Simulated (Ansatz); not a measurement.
Input and command of a plane-wave DFT calculation in Ansatz:

```yaml
crystal:
  lattice:
    - [0.0, 2.8116047315, 2.8116047315]
    - [2.8116047315, 0.0, 2.8116047315]
    - [2.8116047315, 2.8116047315, 0.0]
  atoms:
    - { symbol: Li, position: [0.25, 0.25, 0.25] }
    - { symbol: Li, position: [0.75, 0.75, 0.75] }
    - { symbol: O, position: [0.0, 0.0, 0.0] }
basis:
  ecutwfc: 420
kpoints:
  mp_grid: { grid: [6, 6, 6] }
hamiltonian:
  xc: pbesol
scf:
  occupations: { method: gaussian, width: 0.1 }
output:
  forces: true
  stress: true
  eigenvalues: true
relax:
  adjacent_minimum: "off"
  f_tol: 0.05
  max_steps: 60
  cell: { stress_tol: 0.5 }
```

```bash
ansatz run input.yaml --threads 1 --pin off --max-ram 2560MiB --backend cpu --events-out ev --progress --plain --runs-dir out
```

Processor: Arm Neoverse V1, 1 thread, on a host shared with other jobs.

Task: Estimate time, memory and problem size.

Result: About 4.7 s on 1 thread of Arm Neoverse V1 (shared host), peak memory 0.28 GiB. It solves 10 bands at 16 k points (the mesh reduced by symmetry) with about 459 plane waves (on the last cell), in 42 SCF iterations over 7 ionic steps.
